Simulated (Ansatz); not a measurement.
CuO under changes of volume

One of the cells (12.473 Å³/atom); the others are scaled copies at fixed shape and fractional positions:

```
CELL_PARAMETERS angstrom
3.42205 0.00000 0.00000
0.00000 3.42205 0.00000
0.00000 0.00000 4.26046
ATOMIC_POSITIONS crystal
Cu 0.00000 0.50000 0.00000
Cu 0.50000 0.00000 0.50000
O 0.00000 0.00000 0.25000
O 0.00000 0.00000 0.75000
```

Measurements of this composition are mostly on another form, of space group No. 15.

* Program: Ansatz 0.2.0
* Functional: RPBE
* Potentials or basis: Ansatz PAW
* Cutoff: 420 eV (not typed: the program's choice for these potentials)
* k mesh: 8 × 8 × 6
* Occupations: fermi-dirac, width 0.05 eV
* Spin: no spin polarisation

```csv
volume (Å³/atom),energy over the lowest point (meV/atom),pressure (GPa)
11.725,26.34,10.0
11.974,13.30,6.9
12.224,4.86,4.1
12.473,?,?
12.722,0.00,-0.7
12.972,2.64,-2.7
13.221,8.30,-4.5
```

Question: What does the run at 12.473 Å³/atom give?

Answer: Energy over the lowest point 0.58 meV/atom; pressure 1.6 GPa.

Worked out: A Birch-Murnaghan fit of order 3 (a polynomial in V^(-2/3)) to the other rows has its minimum at 12.64 Å³/atom with B0 = V·E''(V) = 111 GPa and B' = 4.7 at fixed shape and positions, which overstates the stiffness. It gives 0.58 meV/atom at 12.473 Å³/atom, against the run's 0.58, and -dE/dV = 1.5 GPa, against 1.6.

Energies are extrapolated to zero smearing.

Caveats: the run has no spin polarisation, though such a crystal can be magnetic; the PAW data sets come from PBE, with cores solved anew for the run's functional, which leaves a small shift of forces and pressure.
